Question: My one-point calculation of BaTiO₃ gives a gap of only 0.089 eV, as if the crystal were nearly a metal. With finer meshes the gap climbs to 1.855 eV and stays there. I thought the risk with a coarse mesh was to miss the band edges, and that extra points could only find a smaller gap. Why does the gap grow instead, and which rows can I trust?

Ansatz 0.2.0, scalar-relativistic PBE with plane waves and PAW (set soft_2), without spin polarisation, for the five-atom cell of BaTiO₃ (space group Amm2) at fixed atoms. The wave cutoff is 420 eV, the Gaussian smearing width 0.02 eV, and every k mesh is Γ-centred. The gaps are Kohn–Sham gaps from levels at the mesh points only.

```
  k mesh  gap on mesh (eV)  direct gap on mesh (eV)
   1x1x1             0.089                    0.089
   2x2x2             1.540                    1.678
   4x4x4             1.842                    1.980
   6x6x6             1.855                    1.993
   8x8x8             1.855                    1.994
10x10x10             1.855                    1.994
```

Answer: Your rule is right for a fixed electron density. The gap on mesh is the lowest empty level minus the highest filled level, each taken wherever it occurs on the mesh; the direct gap compares levels at the same k point. If the density stayed the same, points added to a mesh could only lower these gaps or leave them alone. Every mesh here contains Γ, the point k = 0, yet the gap rises by 1.45 eV from 1x1x1 to 2x2x2. So the density, and with it the potential that the electrons feel, must have changed.

The later rows confirm this. From 2x2x2 on, the program finds the top of the filled bands at the same zone corner and the bottom of the empty bands at Γ, so no new edge is discovered. The two gaps stay about 0.14 eV apart while both grow by about 0.32 eV. Filled and empty bands are moving apart.

The one-point row is therefore an artefact. Had it merely overlooked the zone corner, its gap would have come out too large: at least 1.994 eV, the converged direct gap. Its equal gaps do not reveal a direct-gap material either, since one point leaves no choice. The same run puts the energy 16.6 eV per cell above the converged value, a plain sign that one point samples the bands badly.

Why does a poor density shrink the gap? The filled bands are mainly oxygen 2p and the lowest empty ones mainly titanium 3d. Picture a straight chain in which s and p orbitals alternate. At k = 0 each p orbital meets the same s wave on both sides, but with lobes of opposite sign, so the two contributions cancel and the orbitals do not mix. Oxygen p and titanium d orbitals behave likewise at Γ in cubic BaTiO₃; the polar distortion of this cell makes the cancellation incomplete. The chain explains the cancellation, not the size of the gap error.

A density built from Γ alone is thus expected to lack much of the covalent sharing that puts electrons into titanium 3d orbitals. With too few electrons on titanium, its 3d levels should sink; with too many on oxygen, its 2p levels should rise, and the gap shrinks. The larger ionic charges also strengthen the field of the neighbouring ions, which pushes the levels the other way, but the on-site effect is expected to win. Once the levels nearly touch, even a small distortion can mix them strongly, so this picture tells what drives the gap down, not the final charges of the one-point run. The band edges fit this picture. On a scale with the same mean electrostatic potential in every run, they lie at 10.26 and 12.11 eV in the 10x10x10 run. In the one-point run the filled edge is higher and the empty edge lower, so that both lie within 0.1 eV of 11.26 eV. That filled edge is at Γ, where the converged level lies lower still than at the corner. At 2x2x2 the shifts have the same directions but are much smaller. How the shift divides between the two edges depends on the chosen energy zero; only their difference is firm. Orbital populations were computed for only one mesh, so the charge transfer itself remains an argument, not a result.

The speed of the cure follows from how a mesh averages. Along one direction with lattice step a, a contribution to the density varies with k as

f(k) = f₀ + 2f₁ cos(ka) + 2f₂ cos(2ka) + …

The true average is f₀. A mesh of N evenly spaced points removes every wave except those that repeat in step with it, so its error is 2f_N plus higher terms. In an insulator these coefficients fall roughly exponentially, up to a slowly varying prefactor, because electrons in one cell are only weakly linked to those many cells away. If a small density error shifts the gap in proportion, then

gap error ≈ A · q^(−N)

where A is a constant and q is the factor gained per added division.

Take the errors of the direct gap relative to an extra 12x12x12 run. They are 315.8 meV at 2x2x2 and 13.56 meV at 4x4x4, a fall by a factor of 23.3. Two more divisions should bring the same factor again:

13.56 meV / 23.3 = 0.58 meV

The computed error at 6x6x6, which did not help to set the factor, is 0.59 meV. A power law through the same two rows predicts 2.15 meV. So close a match is partly luck: at 8x8x8 the rule gives 0.025 meV against 0.020 meV found, and the error of the force on titanium falls first by a factor of about 20, then by about 14. Run back to one point, the exponential gives only four fifths of the error found; there the density error is no longer small, so proportionality need not hold. The analysis printed below gives both predictions for every row.

The same reasoning carries over to larger cells. If you double all three edges of the five-atom cell used here, repeating its atoms unchanged, a Γ-only run is equivalent to the 2x2x2 row here, with a gap still about 0.3 eV too small.

As for trust, 4x4x4 is good enough for the gap, with an error below 1 % of the converged value. It is not good enough for forces: the force on titanium is still 39 % too large, and at 6x6x6 about 3 %. Test the mesh on the quantity you need. Your original worry still applies to odd meshes: a Γ-centred mesh with an odd number of divisions does not contain the zone corner, so it is expected to miss the top of the filled bands. A settled mesh also leaves the error of the PBE functional in place: PBE usually makes the gaps of such oxides too small, and no finer mesh can mend that.

Printed output of the fit:

```
Direct gap less gap on the mesh:
       row  difference_eV
     1x1x1              0
     2x2x2          0.138
     4x4x4          0.138
     6x6x6          0.138
     8x8x8          0.139
  10x10x10          0.139
Rise of the gap from 1x1x1 to 2x2x2 (eV): 1.451
Rise of the gap from 2x2x2 to 10x10x10 (eV): 0.315
Rise of the gap from 4x4x4 to 10x10x10 (eV): 0.013
Least error of the gap at Gamma in row 1x1x1 (eV): 1.905
Fall of the valence top from 2x2x2 to 10x10x10 (eV): 0.09721
Rise of the conduction bottom from 2x2x2 to 10x10x10 (eV): 0.2183
Misses against 12x12x12:
       row  direct_gap_too_small_by_eV  energy_too_high_by_eV_per_cell  Ti_force_too_large_by_eV_per_A
     1x1x1                       1.904                           16.58                           22.08
     2x2x2                      0.3158                          0.7081                           1.563
     4x4x4                     0.01356                          0.0134                         0.07773
     6x6x6                    0.000591                          0.0004                         0.00545
     8x8x8                       2e-05                               0                         0.00037
  10x10x10                       2e-06                               0                           2e-05
Miss of the direct gap in meV:
       row  computed  exponential  power_law
     1x1x1      1904         1524       7355
     2x2x2     315.8        315.8      315.8
     4x4x4     13.56        13.56      13.56
     6x6x6     0.591       0.5821       2.15
     8x8x8      0.02      0.02499     0.5821
  10x10x10     0.002     0.001073     0.2113
Factor by which the gap miss falls from 2x2x2 to 4x4x4: 23.29
Factor by which the gap miss falls from 4x4x4 to 6x6x6: 22.94
Factor by which the gap miss falls per added division: 4.826
Power law over computed miss at 6x6x6: 3.638
Exponential over computed miss at 1x1x1: 0.8002
Miss of the direct gap at 4x4x4 (percent): 0.68
Miss of the Ti force at 4x4x4 (percent): 38.73
Miss of the Ti force at 6x6x6 (percent): 2.715
```
